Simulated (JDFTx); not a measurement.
# FeO (Wuestite): single point with PBEsol

Crystal: FeO (Wuestite).

```
CELL_PARAMETERS angstrom
0.00000 2.15540 2.15540
2.15540 0.00000 2.15540
2.15540 2.15540 0.00000
ATOMIC_POSITIONS crystal
Fe 0.01050 0.99977 0.02106
O 0.51406 0.51299 0.49061
```

The cell isn't the ideal one: atoms moved at random, drawn with an rms of 0.05 Å.

| Quantity | Value |
| --- | --- |
| Program | JDFTx 1.7.0 (patched build) |
| Task | single point |
| Functional | PBEsol |
| Potentials or basis | PseudoDojo-SR-PBEsol-0.4.1-standard with smoothed tails |
| Cutoff | 1225 eV |
| Density cutoff | 9796 eV |
| k mesh | 11 × 11 × 11 |
| Occupations | fermi-dirac, width 0.05 eV |
| Spin | collinear spin, ferromagnetic start |
| Starting moments | [3.0, 0.0] μB |

| Item | Value |
| --- | --- |
| Pressure | -8.7 GPa |
| Largest force | 0.190 eV/Å |
| Band gap on the k mesh | none (metal or under the smearing width) |
| Net moment | 4.00 μB per cell |
| Absolute moment | 4.01 μB per cell |
| Site moments | Fe +3.63; O +0.38 μB |
| Loewdin charges | Fe +1.14; O -1.01 e |

Forces in eV/Å, atoms in the order of the input:
```
Fe  -0.089 -0.144  0.087
O    0.089  0.143 -0.087
```

Stress tensor (GPa, compression positive):
```
-8.88 -0.14  0.08
-0.14 -8.35  0.13
 0.08  0.13 -8.90
```

Levels at points of the mesh, in eV from the Fermi level:
Spin up:
```csv
k point,band 9,band 10,band 11,band 12,band 13,band 14
"(0.00, 0.00, 0.00)",-4.03,-3.97,-3.64,-3.56,-3.48,-0.10
```
Spin down:
| k point | band 5 | band 6 | band 7 | band 8 | band 9 | band 10 | band 11 | band 12 | band 13 | band 14 |
| --- | --- | --- | --- | --- | --- | --- | --- | --- | --- | --- |
| (0.00, 0.00, 0.00) | -20.22 | -3.45 | -3.44 | -3.43 | -0.73 | -0.71 | -0.66 | 0.19 | 0.22 | 0.65 |

It took 22 min on 1 thread of Intel(R) Xeon(R) 6975P-C (Granite Rapids), on a shared host, peak memory 2.1 GiB.

Caveat: the atomic charges don't sum to the cell's charge; a cell with one magnetic atom can't hold antiferromagnetic order, which such compounds often take; semilocal functionals often make such compounds metallic where correlation or magnetic order opens a gap, which also shifts bond lengths.
